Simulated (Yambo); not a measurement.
# AlN in Yambo: convergence with bands in self energy

The system is AlN.

```
Al N
1.0
     0.00000    2.18399    2.18399
     2.18399    0.00000    2.18399
     2.18399    2.18399    0.00000
Al N
1 1
Direct
  0.00000 0.00000 0.00000
  0.25000 0.25000 0.25000
```

Measurements of this composition are mostly on another form, of space group No. 186.

* Program: Yambo 5.3.0
* Task: G0W0 quasiparticle levels
* Functional: PBE
* Potentials or basis: PseudoDojo 0.4.1 SR PBE standard
* Cutoff: 680 eV
* Density cutoff: 2748 eV
* k mesh: 6 × 6 × 6
* Occupations: fixed
* Spin: no spin polarisation
* k mesh of the self-consistent run: 10 × 10 × 10
* Random integration of the Coulomb term: yes
* Direction of the field or of q to 0: x + y + z
* Broadening: 0.1 eV
* States corrected: Γ and the k points of the band edges
* Frequency dependence of W: plasmon pole
* Terminator of the band sum in the self-energy: none
* Quasiparticle equation: linearised (Newton)
* Imaginary frequency of the plasmon-pole fit: 27.2114 eV
* Bands in the response: 154
* Bands in the self-energy: 9
* Cutoff of the response matrix: 15 Ry
* Cutoff of exchange and Vxc: 50 Ry
* Bands corrected (first, last): [4, 5]

These are the settings of the first run; the series varies bands in self energy, with any setting tied to it.

```
bands in self energy  quasiparticle gap at the points computed (eV)
                   9                                          4.024
                  14                                          4.076
                  24                                          4.190
                  44                                          4.354
                  84                                          4.483
                 154                                          4.551
```

Not settled before the last step: the quasiparticle gap at the points computed (to 0.05 eV). The tightest run that finished is the yardstick and may itself not be fully converged.

Caveat, for the tightest run too: this version prints the column dSc/dw multiplied by 27.2.
